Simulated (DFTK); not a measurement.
# InAs (F-43m) in DFTK: notebook

Runs on InAs. Level: PBE. Tasks: single point.

All numbers are computed with DFTK 0.8.2; they aren't measurements. Logs are shortened: lines on timing, memory, paths and dates and some standing lists are left out, and cuts for length are marked.

**The experiment to reproduce.**

From a printed reference work, data compilation, for a bulk crystal of InAs at 4.2 K: band gap 0.418 eV (direct).

The runs below are set against these values where they give the same quantity.

### 1 Starting point

Symmetry: F-43m, No. 216, cubic system. The conventional cell has a = 6.036 Å, b = 6.036 Å, c = 6.036 Å, α = 90.00°, β = 90.00°, γ = 90.00°. In (site symmetry -43m) has 4 As at 2.61 Å as nearest neighbours. Around As (site symmetry -43m) lie 4 In at 2.61 Å.

### 2 Single point, PBE

Contents of run.jl:

```julia
using DFTK
using PseudoPotentialData
using Unitful, UnitfulAtomic
using LinearAlgebra, Printf
include("save.jl")
disable_threading()

# lattice vectors are the columns
lattice = austrip(1u"Å") * [           0.0          3.018          3.018;
                    3.018            0.0          3.018;
                    3.018          3.018            0.0]
symbols   = [:In, :As]
positions = [[0.0, 0.0, 0.0],
             [0.75, 0.75, 0.75]]
pseudopotentials = PseudoFamily("dojo.nc.sr.pbe.v0_4_1.standard.upf")
elements = Dict(s => ElementPsp(s, pseudopotentials) for s in unique(symbols))
atoms    = [elements[s] for s in symbols]

build_model(lattice, positions; symmetries=true) =
    model_DFT(lattice, atoms, positions;
              functionals=PBE(),
              temperature=austrip(0.1u"eV"),
              smearing=Smearing.FermiDirac(),
              symmetries)
Ecut  = 42.0  # hartree
kgrid = [8, 8, 8]
tol   = 1e-6
to_GPa = ustrip(uconvert(u"GPa", 1u"hartree/bohr^3"))

model = build_model(lattice, positions)
basis = PlaneWaveBasis(model; Ecut, kgrid)
display(basis)
scfres = self_consistent_field(basis;
                               tol,
                               nbandsalg=AdaptiveBands(model; n_bands_converge=19))
display(scfres.energies)
@printf "Fermi level: %.6f eV\n" ustrip(auconvert(u"eV", something(scfres.εF, NaN)))
forces = compute_forces_cart(scfres)
println("Forces (eV/Å)")
for (s, f) in zip(symbols, forces)
    @printf "%-3s %12.6f %12.6f %12.6f\n" s ustrip.(auconvert.(u"eV/Å", f))...
end
stress = compute_stresses_cart(scfres)
println("Stress (GPa)")
display(round.(stress * to_GPa; digits=4))
println("Levels at the first k-point (eV): ", round.(ustrip.(auconvert.(u"eV", scfres.eigenvalues[1][1:scfres.n_bands_converge])); digits=4))
save_scf!(scfres; forces, stress)
```

Potentials or basis: dojo.nc.sr.pbe.v0_4_1.standard.upf (PBE).

Launch:

```console
julia --threads=1 run.jl  # save.jl only writes the numbers to a file and isn't shown; printed stress counts tension as positive; times include loading and compiling
```

Output:

```text
PlaneWaveBasis discretization:

    Ecut                 : 42.0 Ha
    fft_size             : (50, 50, 50), 125000 total points
    kgrid                : MonkhorstPack([8, 8, 8])
    num.   red. kpoints  : 512
    num. irred. kpoints  : 43

    Discretized Model(gga_x_pbe+gga_c_pbe, 3D):
        lattice (in Bohr)    : [0         , 5.70319   , 5.70319   ]
                               [5.70319   , 0         , 5.70319   ]
                               [5.70319   , 5.70319   , 0         ]
        unit cell volume     : 371.01 Bohr³

        atoms                : AsIn
        pseudopot. family    : PseudoFamily("dojo.nc.sr.pbe.v0_4_1.standard.upf")

        num. electrons       : 28
        spin polarization    : none
        temperature          : 0.0036749 Ha
        smearing             : DFTK.Smearing.FermiDirac()

        terms                : Kinetic()
                               AtomicLocal()
                               AtomicNonlocal()
                               Ewald(nothing)
                               PspCorrection()
                               Hartree()
                               Xc(gga_x_pbe, gga_c_pbe)
                               Entropy()
n     Energy            log10(ΔE)   log10(Δρ)   Diag   Δtime
---   ---------------   ---------   ---------   ----   ------
  1   -172.5235855074                   -0.98    4.9    15.8s
  2   -172.5341325346       -1.98       -1.49    1.0    7.12s
  3   -172.5348997063       -3.12       -1.88    2.4    8.33s
  4   -172.5349220939       -4.65       -2.59    1.1    6.92s
  5   -172.5349268894       -5.32       -3.12    3.0    7.93s
  6   -172.5349271284       -6.62       -3.31    2.1    8.66s
  7   -172.5349272464       -6.93       -4.08    1.1    5.71s
  8   -172.5349272583       -7.93       -4.40    3.0    10.0s
  9   -172.5349272593       -8.97       -4.69    1.2    7.02s
 10   -172.5349272597       -9.41       -5.49    2.0    7.55s
 11   -172.5349272597      -10.82       -6.20    2.4    9.33s
Energy breakdown (in Ha):
    Kinetic             118.0742336
    AtomicLocal         -143.1852998
    AtomicNonlocal      -67.0828496
    Ewald               -92.8949152
    PspCorrection       4.0931623
    Hartree             52.2907036
    Xc                  -43.8299015
    Entropy             -0.0000606

    total               -172.534927259727
Fermi level: 4.377290 eV
Forces (eV/Å)
In      0.000000     0.000000     0.000000
As      0.000000     0.000000     0.000000
Stress (GPa)
3×3 StaticArraysCore.SMatrix{3, 3, Float64, 9} with indices SOneTo(3)×SOneTo(3):
 -4.3686   0.0      0.0
  0.0     -4.3686   0.0
  0.0     -0.0     -4.3686
Levels at the first k-point (eV): [-30.8556, -30.8556, -30.8556, -30.8471, -30.8471, -10.2531, -10.2531, -10.2531, -10.1276, -10.1276, -7.7041, 4.0248, 4.1949, 4.1949, 4.1949, 8.1167, 8.1167, 8.1167, 11.7427]
```

Run time: 3.5 min. Hardware: 1 thread of AMD EPYC 9R45 (Zen 5), shared host; peak memory 2.1 GiB.

Results:

| Quantity | Value |
| --- | --- |
| Free energy | -4694.9145 eV |
| Pressure | 4.4 GPa |
| Band gap on the k mesh | none (metal or under the smearing width) |

### 3 Single point, PBE

Edit run.jl of step 2 so:

```diff
@@ -22,3 +22,3 @@
               temperature=austrip(0.1u"eV"),
-              smearing=Smearing.FermiDirac(),
+              smearing=Smearing.Gaussian(),
               symmetries)
```

Potentials or basis: dojo.nc.sr.pbe.v0_4_1.standard.upf (PBE).

Launch:

```console
julia --threads=1 run.jl  # save.jl only writes the numbers to a file and isn't shown; printed stress counts tension as positive; times include loading and compiling
```

It took 3.6 min on 1 thread of AMD EPYC 9R45 (Zen 5), shared host; peak memory 2.1 GiB.

It converged, with:

| Quantity | Value |
| --- | --- |
| Free energy | -4694.9137 eV |
| Pressure | 4.4 GPa |
| Band gap on the k mesh | none (metal or under the smearing width) |

Levels at points of the mesh, in eV from the Fermi level:
```tsv
k point	band 10	band 11	band 12	band 13	band 14	band 15	band 16	band 17	band 18	band 19
(0.00, 0.00, 0.00)	-14.35	-11.93	-0.20	-0.03	-0.03	-0.03	3.89	3.89	3.89	7.52
(-0.50, 0.00, 0.00)	-14.35	-10.45	-5.82	-1.02	-1.02	0.94	4.66	4.66	6.86	9.06
(-0.50, -0.50, 0.00)	-14.33	-9.91	-5.89	-2.37	-2.37	1.51	2.04	9.21	9.28	9.28
```

### 4 How close it comes

Step 2. A measured gap of InAs is 0.418 eV (direct; 4.2 K; a printed reference work, data compilation); the calculated 0.00 eV misses it by -0.42 eV. Spin-orbit coupling on As, In is left out. The value is that of PBE on a finite k mesh, which can miss the band edges, without temperature or zero-point motion. Semilocal functionals fall short of measured gaps as a rule.

Step 3. Against the measured gap of InAs, 0.418 eV (direct; 4.2 K; a printed reference work, data compilation), the calculated 0.00 eV is off by -0.42 eV. Spin-orbit coupling on As, In is left out. The value is that of PBE on a finite k mesh, which can miss the band edges, without temperature or zero-point motion. Semilocal functionals fall short of measured gaps as a rule.
